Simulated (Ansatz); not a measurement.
5 guesses for TiSi2 and where they end

Computed with Ansatz 0.2.0, DFT PBE, scalar-relativistic, plane waves, PAW. Settings: cutoff 420 eV, Γ-centred meshes spaced at most about 0.3 Å⁻¹, and about 0.25 Å⁻¹ or finer for metals (2π included), Gaussian smearing. No spin polarisation in the final relaxations.

Each guess was relaxed in cell and atoms at zero pressure, within the symmetry of its start. Temperature and zero-point effects are left out. Coordination counts Si atoms around Ti (those within 1.25 times the shortest such distance or 1.15 times the sum of covalent radii, 1.27 where that leaves under three; a plus sign parts nearer from farther groups).

```tsv
guess	made from	start group	V start (Å³/atom)	end group	V end (Å³/atom)	coordination at the end	gap on mesh (eV)	E over the lowest end (meV/atom)
1	random cell	P4mm	18.0	?	?	?	?	?
2	random cell	P4/mmm	15.7	P4/mmm	18.6	Ti 2+8	0	1134
3	random cell	Pmmm	14.3	P4/mmm	15.3	Ti 8	0	182
4	a Materials Project cell	Cmcm	14.2	Cmcm	14.3	Ti 10	0	0
5	a cell as deposited in COD	Fddd	14.0	Fddd	14.2	Ti 10	0	7
```

Guess 1 as it starts:

```xyz
6
Lattice="4.2436 0.0000 0.0000 0.0000 4.2436 0.0000 0.0000 0.0000 6.0070" Properties=species:S:1:pos:R:3 pbc="T T T"
Ti    0.0000    2.1218    4.7199
Ti    2.1218    0.0000    4.7199
Si    0.0000    2.1218    0.9130
Si    2.1218    0.0000    0.9130
Si    0.0000    0.0000    0.8278
Si    2.1218    2.1218    4.6753
```

Q: Predict the end of this guess and its energy over the lowest end.

A: It ends in space group P4mm (No. 99), with a = 3.203 Å, c = 5.175 Å, 17.7 Å³/atom and no gap. It lies 0.75 eV/atom over the lowest end, above guess 3 and below guess 2. Counting Si atoms around Ti, this end has Ti 6 and the lowest (guess 4) has Ti 10. The lowest (guess 4) holds Si–Si nets (shortest 2.40 Å); in this end the shortest Si–Si distance is 2.57 Å, near bonding range too.

```xyz
3
Lattice="3.2025 0.0000 0.0000 0.0000 3.2025 0.0000 0.0000 0.0000 5.1747" Properties=species:S:1:pos:R:3 pbc="T T T"
Ti    1.6013    1.6013    1.4871
Si    1.6013    1.6013    4.0972
Si    0.0000    0.0000    0.1297
```

The zero of energy is the elements' standard structures at the same level; no fitted shifts are applied.

Q: Is the lowest end bound against the elements?

A: Yes: its formation energy is −0.57 eV/atom. A negative formation energy is needed for stability but isn't enough: competing phases decide.

For metals, differences of a few meV/atom aren't resolved. Cells relaxed within their symmetry can be saddle points. Some structure types and database cells were kept out of the candidates from the start, so a known form may be missing.
